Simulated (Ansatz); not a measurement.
# A convergence test on PbSe (Clausthalite): wavefunction cutoff

Wanted: the cheapest wavefunction cutoff that holds the PBE gap of PbSe (Clausthalite).

Calculated with Ansatz 0.2.0; DFT, PBE, plane waves, PAW; PAW set soft_1.

**1. Set-up**

The structure is cubic, space group Fm-3m (No. 225). The conventional cell has a = 6.121 Å, b = 6.121 Å, c = 6.121 Å, α = 90.00°, β = 90.00°, γ = 90.00°. Nearest to Pb lie 6 Se at 3.06 Å. Nearest to Se lie 6 Pb at 3.06 Å. Farther neighbours and most contacts between anions are not listed.

The cell and positions come from the Crystallography Open Database and are kept as given unless a step says otherwise. Spin-orbit coupling is left out unless a step names it.

**2. Wavefunction cutoff: 190 eV**

Contents of input.yaml:

```yaml
crystal:
  lattice:
    - [0.0, 3.06065, 3.06065]
    - [3.06065, 0.0, 3.06065]
    - [3.06065, 3.06065, 0.0]
  atoms:
    - { symbol: Pb, position: [0.0, 0.0, 0.0] }
    - { symbol: Se, position: [0.5, 0.5, 0.5] }
kpoints:
  mp_grid: { grid: [6, 6, 6] }
  band_path:
    path:
      - [0.0, 0.0, 0.0]
      - [0.5, 0.0, 0.5]
      - [0.625, 0.25, 0.625]
      - [0.375, 0.375, 0.75]
      - [0.5, 0.5, 0.5]
      - [0.5, 0.25, 0.75]
    npoints: 1
hamiltonian:
  xc: pbe
  pseudopotentials: { kind: paw, azcp: { folder: soft_1 } }
scf:
  occupations: { method: fermi_dirac, width: 0.02 }
  n_extra_bands: 4
  max_iter: 80
output:
  eigenvalues: true
basis:
  ecutwfc: 190.0
```

Run with:

```bash
> ansatz run input.yaml --threads 3 --pin off --max-ram 92160MiB --backend cuda --events-out ev --progress --plain --runs-dir out --devices 1 --max-vram 13GiB
```

Numbers of over 12 decimals in the logs are rounded to 6 here.

The log of the run:

```text
Warning: basis.ecutwfc = 190 eV is below the records' recommended 420 eV, and the density's cutoff is lower with it unless basis.ecutrho_ratio is high enough to keep the records' density cutoff: compare with a run at a higher cutoff
Warning: basis.ecutrho_ratio 4 (ecutrho = 760 eV, dense FFT grid 20×20×20): the grid does not resolve the core-correction charge of Se (measure 0.10 e/Å^2.5); warned from 0.08. The energy and each atom's force then go with where the atoms sit on the grid: [figures from the program's tests cut] If this deck is also warned that a cutoff or its ratio is below what is recommended, mend that before anything below. First try basis.xc_grid, which is 1 on this run (the dense grid itself), where it is not refused (2, then 3). Above 1 the core-correction charge is laid on the exchange–correlation grid, and this warning is never given, whether or not the level is enough: [rest of the remark cut]
scf.n_extra_bands = 4 over 15 filled bands (N_el = 30.0): the run solves 19 bands
GPUs: using 1 of 1 available (devices: 1).
Engine: ansatz 0.2.0, x86_64-unknown-linux-gnu
Pseudopotentials: kind: paw
Pseudopotential: Pb, paw, valence charge 14, recommended cutoff 420 eV (normal), soft_1/Pb.paw.azcp
Pseudopotential: Se, paw, valence charge 16, recommended cutoff 420 eV (normal), soft_1/Se.paw.azcp
Functional definition: PBE
  parameter kappa = 0.804
  parameter beta = 0.066725
  exchange = pbe_x(kappa = kappa, mu = beta*pi^2/3)
  correlation = pbe_c(beta = beta)
device memory: the entry about to start is reckoned to put 0.6 GiB on a device that reports 43.9 GiB free (of which the cap on the GPU budget leaves the run 13.0 GiB)
GPU FFT provider: cuFFT
GPU libraries: cuBLAS 13.8.2, cuFFT 12.4.0, cuSOLVER 12.3.4
Crystal: 2 atoms, lattice volume = 57.342 Å³
Basis set: ecut = 190 eV, 331 PW (Γ)
Bands: 19, of which v1, the nominal top of the filled ones, is band 15 counted from 1 (14 counted from 0)
Symmetry: 48 space group operations
Space group: Fm-3m (ITA 225), of the structure as read, at distance tolerance 3.9e-5 Å
k-points: 16 of 216
Non-local potential: Pb, projectors of the file, l = 0: 2, l = 1: 2, l = 2: 2, l = 3: 1
Non-local potential: Se, projectors of the file, l = 0: 2, l = 1: 2, l = 2: 3, l = 3: 1
PAW form: soft (Blöchl's): semilocal exchange-correlation on the pseudo side does not see the compensation charge
PAW one-centre angular grid: Pb, 590 points (default); XC on 64 Gauss nodes
PAW one-centre angular grid: Se, 590 points (default); XC on 64 Gauss nodes
Initial density: superposition of atomic densities (chi_scale 0.1, normalization cell, long waves kept (reshape's long-wave potential 0.00 eV rms))
Initial wavefunctions: pseudopotential atomic-orbital guess
GPU buffer pool allocated for 8000 grid points (all kernels)
GPU transforms: local potential and band sums: pruned to the plane-wave sphere, on 20×20×20
Functional: x = pbe(κ = 0.804, μ = 0.219515), c = pbe(β = 0.066725)
SCF iter   1: F=—  HF=-17368.222382 eV  |F-HF|=—  |Δ(HF+E_count)|=         —  Δρ=6.33e-2  dr2=1.68e0  ethr=3.10e-3  ⟨swp⟩=4.8  Hψ=1353  notcnv=0
preconditioner: auto → none  [insulator: Δε(μ)=0.584 eV  Ē_g=15.162 eV  σ=0.020 eV  W_gap=1.00  n_scr=14 (ndim 8)  ℏωp=21.9 eV  f_vac=0.050  D(μ)=0.00/eV (n_scr^D=0)  ε∞_Penn≈3.1]
SCF iter   2: F=—  HF=-17366.758892 eV  |F-HF|=—  |Δ(HF+E_count)|=    1.46e0  Δρ=2.09e-2  dr2=8.77e-2  ethr=3.10e-3  ⟨swp⟩=3.0  Hψ=791  notcnv=0
SCF iter   3: F=—  HF=-17366.668180 eV  |F-HF|=—  |Δ(HF+E_count)|=   9.07e-2  Δρ=8.19e-3  dr2=5.37e-2  ethr=2.92e-4  ⟨swp⟩=2.1  Hψ=738  notcnv=0
SCF iter   4: F=—  HF=-17366.657848 eV  |F-HF|=—  |Δ(HF+E_count)|=   1.03e-2  Δρ=2.71e-3  dr2=3.29e-3  ethr=1.79e-4  ⟨swp⟩=2.1  Hψ=446  notcnv=0
SCF iter   5: F=—  HF=-17366.657655 eV  |F-HF|=—  |Δ(HF+E_count)|=   1.93e-4  Δρ=6.66e-4  dr2=9.44e-5  ethr=1.10e-5  ⟨swp⟩=2.1  Hψ=518  notcnv=0
SCF iter   6: F=—  HF=-17366.657714 eV  |F-HF|=—  |Δ(HF+E_count)|=   5.88e-5  Δρ=5.40e-5  dr2=1.08e-6  ethr=3.15e-7  ⟨swp⟩=2.2  Hψ=533  notcnv=0
SCF iter   7: F=-17366.657714 eV  HF=-17366.657714 eV  |F-HF|=1.60e-9  |Δ(HF+E_count)|=   6.58e-7  Δρ=4.18e-6  dr2=6.58e-9  ethr=3.33e-10  ⟨swp⟩=4.0  Hψ=1105  notcnv=0
SCF 1 converged in 7 iterations: F = -17366.657714 eV  dr2 = 6.58e-9
[...]
device memory: the entry about to start is reckoned to put 0.7 GiB on a device that reports 47.0 GiB free (of which the cap on the GPU budget leaves the run 13.0 GiB)
NSCF: frozen V_eff on 6 k-points
SCF converged after 7 iterations
Free energy (F): -17366.657714 eV
Harris-Foulkes:  -17366.657714 eV  (|F-HF|=1.60e-9)
Internal energy: -17366.657714 eV  (E = F + TS)
E sigma→0 (E₀):  -17366.657714 eV
Entropy (-TS):   -0.000000 eV (-0.000 meV/atom)
Fermi energy:    9.048256 eV
--- Per-component energies (eV) ---
  E_band       = -476.846647
  E_kinetic    = 432.463089
  E_local      = -3714.110848  (includes V_loc(G=0)·N_el)
  E_nonlocal   = -29.570956
  E_hartree    = 1807.667803
  E_xc         = -299.901895
  E_vxc        = -239.324521  (∫ρ·V_xc dr)
  E_paw        = -12551.368461  (= ΣΔE_a)
  E_vpaw       = -541.508451  (= ΣTr[D̂ρ^β])
  E_aug_tail   = -0.129187  (compensation charges beyond the density's cutoff)
  E_ewald      = -3011.707258
  E_smearing   = -0.000000  (= −TS)
  E_closure    = -0.000000  (closes the sum)
  Σ components = -17366.657714   (vs F -17366.657714, Δ=0.00e0)
--- Band table (eV; the first three rows and the last of 16) ---
  k-point 0: bands = [... 11 lower, 2.2472, 7.1408, 7.1408, 7.1408, 13.9780, 13.9780, 13.9780, 15.6795]
  k-point 1: bands = [... 11 lower, 1.6504, 7.2016, 7.2016, 7.5270, 12.2621, 12.9289, 12.9289, 15.3770]
  k-point 2: bands = [... 11 lower, 0.4756, 7.3756, 7.3756, 8.2032, 10.3402, 11.5035, 11.5035, 16.1215]
  k-point 15: bands = [... 11 lower, 0.6922, 4.4230, 5.2829, 7.3184, 12.0999, 13.4303, 14.5008, 15.7059]
```

Run time: 7.8 s. Hardware: 1 × NVIDIA H100 80GB HBM3 (shared by 6 runs) with 3 threads of AMD EPYC 7R13 (Zen 3), shared host; peak memory 0.88 GiB; 4.3 s of CPU time.

This step gave:

| Property | Result |
| --- | --- |
| gap | 0.5844 eV |
| valence top at | L |
| conduction bottom at | L |
| least direct gap | 0.5844 eV |

The gap is direct, at (0.500, 0.500, 0.500).

**3. Wavefunction cutoff: 290 eV**

input.yaml, as its differences from that of step 2:

```diff
@@ -23,3 +23,3 @@
 scf:
-  occupations: { method: fermi_dirac, width: 0.02 }
+  occupations: { method: fixed }
   n_extra_bands: 4
@@ -29,2 +29,2 @@
 basis:
-  ecutwfc: 190.0
+  ecutwfc: 290.0
```

The log of the run:

```text
[...]
GPUs: using 1 of 1 available (devices: 1).
[...]
GPU FFT provider: cuFFT
GPU libraries: cuBLAS 13.8.2, cuFFT 12.4.0, cuSOLVER 12.3.4
Crystal: 2 atoms, lattice volume = 57.342 Å³
Basis set: ecut = 290 eV, 645 PW (Γ)
Bands: 19, of which v1, the nominal top of the filled ones, is band 15 counted from 1 (14 counted from 0)
Symmetry: 48 space group operations
[...]
k-points: 16 of 216
[...]
Fermi energy:    8.950765 eV
[...]
--- Band table (eV; the first three rows and the last of 16) ---
  k-point 0: bands = [... 11 lower, 2.6430, 7.0762, 7.0762, 7.0762, 13.6799, 13.6799, 13.6799, 15.5045]
  k-point 1: bands = [... 11 lower, 1.9862, 7.1486, 7.1486, 7.5258, 12.0943, 12.6299, 12.6299, 15.2900]
  k-point 2: bands = [... 11 lower, 0.7810, 7.3443, 7.3443, 8.2814, 10.3036, 11.2533, 11.2533, 16.0541]
  k-point 15: bands = [... 11 lower, 1.0697, 4.3289, 5.1807, 7.3193, 11.9190, 13.3413, 14.4486, 15.5245]
[key lines of the parts left out:]
SCF converged after 7 iterations
Free energy (F): -17378.904610 eV
```

It took 5.3 s on 1 × NVIDIA H100 80GB HBM3 (shared by 6 runs) with 3 threads; peak memory 0.89 GiB.

This step gave:

| Quantity | Value |
| --- | --- |
| gap | 0.3011 eV |
| valence top at | L |
| conduction bottom at | L |
| least direct gap | 0.3011 eV |

The gap is 0.301 eV, −0.283 eV from the run before at this level.

**4. Wavefunction cutoff: 420 eV (the default)**

input.yaml, the sections that differ from step 3:

```yaml
kpoints:
  mp_grid: { grid: [6, 6, 6] }
  band_path:
    path:
      - [[0.0, 0.0, 0.0], [0.5, 0.0, 0.5], [0.625, 0.25, 0.625]]
      - [[0.375, 0.375, 0.75], [0.0, 0.0, 0.0], [0.5, 0.5, 0.5], [0.5, 0.25, 0.75], [0.5, 0.0, 0.5]]
    npoints: 10
scf:
  occupations: { method: fermi_dirac, width: 0.02 }
  n_extra_bands: 4
output:
  eigenvalues: true
  write_density: true
  write_potential: true
  elf: true
  volumetric_format: npy
# crystal, hamiltonian: as in step 3
# basis: removed
```

The log of the run:

```text
[...]
GPUs: using 1 of 1 available (devices: 1).
[...]
GPU FFT provider: cuFFT
GPU libraries: cuBLAS 13.8.2, cuFFT 12.4.0, cuSOLVER 12.3.4
Crystal: 2 atoms, lattice volume = 57.342 Å³
Basis set: ecut = 420 eV, 1139 PW (Γ)
Bands: 19, of which v1, the nominal top of the filled ones, is band 15 counted from 1 (14 counted from 0)
Symmetry: 48 space group operations
[...]
k-points: 16 of 216
[...]
Fermi energy:    9.102290 eV
[...]
--- Band table (eV; the first three rows and the last of 16) ---
  k-point 0: bands = [... 11 lower, 2.6507, 7.0756, 7.0756, 7.0756, 13.6721, 13.6721, 13.6721, 15.4801]
  k-point 1: bands = [... 11 lower, 1.9935, 7.1483, 7.1483, 7.5270, 12.0901, 12.6210, 12.6210, 15.2814]
  k-point 2: bands = [... 11 lower, 0.7865, 7.3445, 7.3445, 8.2829, 10.3005, 11.2414, 11.2414, 16.0478]
  k-point 15: bands = [... 11 lower, 1.0770, 4.3287, 5.1800, 7.3206, 11.9140, 13.3348, 14.4457, 15.5146]
[key lines of the parts left out:]
SCF converged after 7 iterations
Free energy (F): -17379.035070 eV
```

Wall time 5.1 s (1 × NVIDIA H100 80GB HBM3 (shared by 6 runs) with 3 threads); peak memory 0.9 GiB.

Numbers from this step:

- gap: 0.2953 eV
- valence top at: L
- conduction bottom at: L
- least direct gap: 0.2953 eV

The gap is 0.295 eV, −0.006 eV from the run before at this level.

**5. Wavefunction cutoff: 630 eV**

input.yaml, the sections that differ from step 4:

```yaml
kpoints:
  mp_grid: { grid: [6, 6, 6] }
  band_path:
    path:
      - [0.0, 0.0, 0.0]
      - [0.5, 0.0, 0.5]
      - [0.625, 0.25, 0.625]
      - [0.375, 0.375, 0.75]
      - [0.5, 0.5, 0.5]
      - [0.5, 0.25, 0.75]
    npoints: 1
scf:
  occupations: { method: fixed }
  n_extra_bands: 4
  max_iter: 80
output:
  eigenvalues: true
basis:
  ecutwfc: 630.0
# crystal, hamiltonian: as in step 4
```

The log of the run:

```text
[...]
GPUs: using 1 of 1 available (devices: 1).
[...]
GPU FFT provider: cuFFT
GPU libraries: cuBLAS 13.8.2, cuFFT 12.4.0, cuSOLVER 12.3.4
Crystal: 2 atoms, lattice volume = 57.342 Å³
Basis set: ecut = 630 eV, 2085 PW (Γ)
Bands: 19, of which v1, the nominal top of the filled ones, is band 15 counted from 1 (14 counted from 0)
Symmetry: 48 space group operations
[...]
k-points: 16 of 216
[...]
Fermi energy:    8.954337 eV
[...]
--- Band table (eV; the first three rows and the last of 16) ---
  k-point 0: bands = [... 11 lower, 2.6504, 7.0755, 7.0755, 7.0755, 13.6720, 13.6720, 13.6720, 15.4796]
  k-point 1: bands = [... 11 lower, 1.9932, 7.1482, 7.1482, 7.5268, 12.0899, 12.6209, 12.6209, 15.2811]
  k-point 2: bands = [... 11 lower, 0.7862, 7.3444, 7.3444, 8.2827, 10.3003, 11.2412, 11.2412, 16.0475]
  k-point 15: bands = [... 11 lower, 1.0767, 4.3287, 5.1799, 7.3204, 11.9138, 13.3345, 14.4455, 15.5144]
[key lines of the parts left out:]
SCF converged after 8 iterations
Free energy (F): -17379.036494 eV
```

It took 6.3 s on 1 × NVIDIA H100 80GB HBM3 (shared by 6 runs) with 3 threads; peak memory 0.89 GiB; 6.7 s of CPU time.

Numbers from this step:

```
gap                  : 0.2954 eV
valence top at       : L
conduction bottom at : L
least direct gap     : 0.2954 eV
```

The gap is 0.295 eV, as in the run before at this level.

**6. The series**

Differences are against the last row; a negative gap means that bands overlap, and a run with a band path holds that path's time. Times are wall times on 1 × NVIDIA H100 80GB HBM3 (shared by 6 runs) with 3 threads of AMD EPYC 7R13 (Zen 3), shared host, good to a factor of about two.

| wavefunction cutoff | gap (eV) | direct gap (eV) | gap error (eV) | energy error (meV/atom) | irreducible k | time |
| --- | --- | --- | --- | --- | --- | --- |
| 190 eV | 0.584 | 0.584 | +0.289 | +6189.4 | 16 | 7.8 s |
| 290 eV | 0.301 | 0.301 | +0.006 | +65.9 | 16 | 5.3 s |
| 420 eV | 0.295 | 0.295 | −0.0001 | +0.7 | 16 | 5.1 s |
| 630 eV | 0.295 | 0.295 | +0.000 | +0.0 | 16 | 6.3 s |

**7. Summary of results**

| Quantity | Value |
| --- | --- |
| 190 eV | 0.584 eV |
| 290 eV | 0.301 eV |
| 420 eV | 0.295 eV |
| 630 eV | 0.295 eV |

In words: The gap holds to 0.02 eV from 290 eV on. At 190 eV the gap is off by +0.289 eV and the energy by +6189 meV/atom.

[Paths, hosts, dates, memory and timing lines, banners, echoed tables and standing remarks are left out of the program output.]

[Logs are printed without paths, hosts, clocks, repeated set-up lines and the standing remarks that a program may print on its own settings, such as how far it seeks lower states.]

[Runs of the session that timed out or met a known fault of the program may be left out.]

[Cells called generated may have been cut or substituted from an entry of the Crystallography Open Database or the Materials Project.]

[Hosts, paths, dates, database ids (printed as entryN), source tags and the programs' standing remarks are cut or masked in the printed files.]
